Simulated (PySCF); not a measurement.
Runs of PySCF 2.14.0 on BaS. The structure is cubic, space group Fm-3m (No. 225). The conventional cell has a = 6.388 Å, b = 6.388 Å, c = 6.388 Å, α = 90.00°, β = 90.00°, γ = 90.00°. Ba (site symmetry m-3m) has 6 S at 3.19 Å as nearest neighbours. Around S (site symmetry m-3m) lie 6 Ba at 3.19 Å. 

```csv
task,level,conv_tol,exxdiv,three-centre integrals,gap on the mesh (eV)
atomic charges,PBE0,1e-07 Ha,ewald,read from an earlier run's file,4.13
atomic charges,LDA,1e-07 Ha,-,-,(a)
atomic charges,PBEsol,1e-07 Ha,-,read from an earlier run's file,2.11
atomic charges,r2SCAN,1e-07 Ha,-,read from an earlier run's file,2.60
```

Alike in all rows: potentials or basis DZVP-MOLOPT-HYB/GTH-HYB (UZH) (potentials made for PBE0); no spin polarisation; cell as given; k mesh 2 × 2 × 2; smearing fixed; the mesh is coarse, so values aren't converged.

Task: Fill in the values left out.

Result: (a) 2.02.

Caveats: all runs use coarse meshes; spin-orbit coupling is left out, which moves the levels of the heavy elements; the basis of atomic orbitals isn't converged, which shifts pressures, moduli and gaps; on so small a mesh gaps with full-range exact exchange can be off by tenths of an eV to over 1 eV (some runs); meta-GGAs need a finer uniform grid than this (some runs).

A k mesh can miss the band edges, and the runs leave out spin-orbit coupling on Ba.

Runs at the PBE level aren't shown here.
